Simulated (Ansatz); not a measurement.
Bi, DFT, PBE, all-electron LAPW, scalar-relativistic (Ansatz 0.2.0), run on 1 thread of Intel(R) Xeon(R) 6975P-C (Granite Rapids) on a shared host.

The cell is a measured one (Crystallography Open Database entry 9009658); the temperature and pressure of the measurement aren't taken into account, and nothing was relaxed. The listed cell was then made from it by scaling, straining or moving an atom.

Command: `ansatz run input.yaml --threads 1 --pin off --max-ram 3072MiB --backend cpu --events-out ev --progress --plain --runs-dir out`

```yaml
crystal:
  lattice:
    - [2.2275396848, 1.2860706367, 3.954]
    - [-2.2275396848, 1.2860706367, 3.954]
    - [0.0, -2.5721412733, 3.954]
  atoms:
    - { symbol: Bi, position: [0.23389, 0.23389, 0.23389] }
    - { symbol: Bi, position: [0.76611, 0.76611, 0.76611] }
kpoints:
  mp_grid: { grid: [11, 11, 11] }
  band_path:
    path:
      - [0.0, 0.0, 0.0]
      - [0.5, 0.5, 0.5]
      - [0.7628047669, 0.2371952331, 0.5]
      - [0.5, -0.2371952331, 0.2371952331]
      - [0.5, 0.0, 0.0]
      - [0.0, 0.0, 0.0]
      - [0.3685976165, -0.3685976165, 0.0]
      - [0.6314023835, 0.0, 0.3685976165]
      - [0.5, 0.0, 0.5]
    npoints: 5
scf:
  occupations: { method: fermi_dirac, width: 0.03 }
hamiltonian:
  xc: pbe
  pseudopotentials: { kind: all_electron, lapw: { basis_error: 0.00025 } }
output:
  forces: true
  stress: true
  eigenvalues: true
```

Task: How large is the problem that the program sets up?

Result: 146 irreducible k-points, 635 plane waves at Γ, 45 bands.

Task: About how long does it take, and how much memory does it use?

Result: 45 s of wall time for 10 SCF iterations, with a peak of 0.82 GiB. Times on shared machines scatter by tens of per cent.
